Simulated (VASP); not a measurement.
Al:

```
Al
1.0
    -1.59122    1.59122    1.59122
     1.59122   -1.59122    1.59122
     1.59122    1.59122   -1.59122
Al
1
Direct
  0.00000 0.00000 0.00000
```

This isn't the form of Al at room conditions, which is fcc.

Program: VASP 6.6.1. Alike in all runs: no spin polarisation; cell as given. Hardware: 1 thread of Intel(R) Xeon(R) Platinum 8488C (Sapphire Rapids), with other jobs on the host.

Problem. Order these runs on this cell by their wall time, lowest first.
A. task single point; level LDA; potentials or basis VASP PAW LDA potentials, release 64 (Al); k mesh 12 × 12 × 12; cutoff (eV) 520; smearing gaussian 0.02 eV; mesh quality not flagged
B. task atomic charges; level PBE0; potentials or basis VASP PAW PBE potentials, release 64 (Al); k mesh 6 × 6 × 6; cutoff (eV) 520; smearing gaussian 0.01 eV; grid for exact exchange (PRECFOCK) Fast; exchange at q = 0 default; mesh quality coarse
C. task single point; level RPBE; potentials or basis VASP PAW PBE potentials, release 64 (Al_GW); k mesh 12 × 12 × 12; cutoff (eV) 550; smearing gaussian 0.02 eV; mesh quality not flagged

Solution. A (4 s), C (9.6 s), B (27 s).

Caveats: some runs use coarse meshes.
